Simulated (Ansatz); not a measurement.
Crystal: Gd.

```
Gd
1.0
    -2.02500    2.02500    2.02500
     2.02500   -2.02500    2.02500
     2.02500    2.02500   -2.02500
Gd
1
Direct
  0.00000 0.00000 0.00000
```

This isn't the form of Gd at room conditions, which is hcp.

- Program: Ansatz 0.2.0
- Task: relaxation of cell and atoms
- Functional: PBEsol
- Potentials or basis: all-electron LAPW, scalar-relativistic
- Basis error allowed: 0.001 eV/atom
- k mesh: 9 × 9 × 9
- Occupations: fermi-dirac, width 0.05 eV
- Spin: collinear spin, ferromagnetic start
- Starting moments: [7.0] μB

At the start: volume 33.22 Å³/atom.

Where does the relaxation end?

Over 5 steps the energy falls by 17.8 meV/atom and the volume is 30.91 Å³/atom (-6.9 %); space group Im-3m (No. 229, to 0.05 Å); moment 7.58 μB per cell.

The path:
```tsv
step	energy change (eV)	largest force (eV/Å)	volume (Å³)
1	0.0000	0.0000	33.22
2	-0.0167	0.0000	31.46
3	-0.0178	0.0000	30.85
4	-0.0178	0.0000	30.91
5	-0.0178	0.0000	30.91
```

Final structure:
```
Gd
1.0
    -1.97712    1.97712    1.97712
     1.97712   -1.97712    1.97712
     1.97712    1.97712   -1.97712
Gd
1
Direct
  0.00000 0.00000 0.00000
```

Caveat: an open f shell can end in a state above the lowest.
